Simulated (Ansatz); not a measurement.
# BN: the cell at several levels of theory

An exercise on one series of results from a longer session: the logs are not shown, and one member is left open.

The runs shown are made with Ansatz 0.2.0. PAW datasets, plane waves, zero pressure. Note: simulated data, non-magnetic, for a generated structure that need not be the stable one.

## Starting point

This is the cell as the run starts from it, not yet at rest; its lengths are not the crystal's.

Space group Fm-3m (No. 225), cubic; conventional cell a = 3.124 Å, 3.81 Å³ an atom. Near B stand 6 N at 1.56 Å; near N stand 6 B at 1.56 Å.

As a file:

```cif
data_structure
_symmetry_space_group_name_H-M 'Fm-3m'
_symmetry_Int_Tables_number 225
_cell_length_a 3.1244
_cell_length_b 3.1244
_cell_length_c 3.1244
_cell_angle_alpha 90.000
_cell_angle_beta 90.000
_cell_angle_gamma 90.000
_cell_volume 30.50
loop_
_atom_site_label
_atom_site_type_symbol
_atom_site_symmetry_multiplicity
_atom_site_Wyckoff_symbol
_atom_site_fract_x
_atom_site_fract_y
_atom_site_fract_z
_atom_site_occupancy
B1 B 4 a 0.00000 0.00000 0.00000 1
N1 N 4 b 0.50000 0.00000 0.00000 1
```

Set-up of the first run:

The input, input.yaml:

```yaml
crystal:
  lattice:
    - [0.0, 1.5622, 1.5622]
    - [1.5622, 0.0, 1.5622]
    - [1.5622, 1.5622, 0.0]
  atoms:
    - { symbol: B, position: [0.0, 0.0, 0.0] }
    - { symbol: "N", position: [0.5, 0.5, 0.5] }
kpoints:
  mp_grid: { grid: [12, 12, 12] }
hamiltonian:
  xc: pbe
scf:
  occupations: { method: fermi_dirac, width: 0.02 }
relax:
  f_tol: 0.005
  cell: {}
```

Command:

```sh
$ ansatz run input.yaml --threads 2 --pin off --max-ram 2211MiB --backend cpu --events-out ev --progress --plain --runs-dir out
```

Among the steps run: Relaxation with PBE; r2SCAN: cell and atoms; Relaxing with PBEsol; LDA: cell and atoms; Relaxing with HSE06.

One of the session's tables, all rows but one given; the rest of the session is left out.

```
 level  a (Å)  volume (Å³/atom)
   PBE  3.503             5.375
r2SCAN      ?                 ?
PBEsol  3.483             5.280
   LDA  3.459             5.175
 HSE06  3.468             5.213
```

Estimate the missing values for r2SCAN.

**Answer.** a (Å): 3.492; volume (Å³/atom): 5.321. In the column «a (Å)» it lies between PBEsol (3.483) and PBE (3.503).

LDA gives the smallest cell and PBE the largest; they differ by 3.9 % in volume, a mean of 1.3 % in length. The meshes differ: PBE 12×12×12, r2SCAN 12×12×12, PBEsol 12×12×12, LDA 12×12×12, HSE06 8×8×8.
